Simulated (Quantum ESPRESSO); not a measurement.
**Sb: phonons at H under several settings**

```
Sb
1.0
    -1.87134    1.87134    1.87134
     1.87134   -1.87134    1.87134
     1.87134    1.87134   -1.87134
Sb
1
Direct
  0.00000 0.00000 0.00000
```

This isn't the form of Sb at room conditions, which is rhombohedral.

All runs used Quantum ESPRESSO 7.5; k mesh 7 × 7 × 7; given cell, atoms relaxed; no spin polarisation; occupations cold, width 0.2 eV.

```tsv
level	potentials	cutoff (eV)	pressure (GPa)	frequencies (cm⁻¹)
PBE	GBRV 1.5 PBE	612	2.4	76i 76i 76i
PBE	JTH 2.0 PBE	707	2.3	75i 75i 75i
PBE	SG15 PBE 1.2	952	2.6	78i 78i 78i
PBE	SPMS 1.0 PBE	952	?	?
PBE	SSSP 1.3 efficiency PBE	748	2.6	76i 76i 76i
PBE	Ansatz NC SR PBE	1088	2.5	103i 103i 103i
PBE	PseudoDojo 0.4.1 SR PBE standard	1088	2.5	74i 74i 74i
```

Question: What stands in the row left open?

Answer: Pressure 2.5 GPa; frequencies 75i 75i 75i cm⁻¹.

Values marked i are imaginary: the cell is unstable against those modes at that level, or the meshes are too thin.

Caveats: the mesh is thin for the phonons of a metal; some modes are imaginary; the q point doesn't lie on the k mesh, which can shift a metal's frequencies strongly unless the mesh is converged.

For the row left open. Caveat: the k mesh is coarse; the mesh is thin for the phonons of a metal; some modes are imaginary; the q point doesn't lie on the k mesh, which can shift a metal's frequencies strongly unless the mesh is converged.
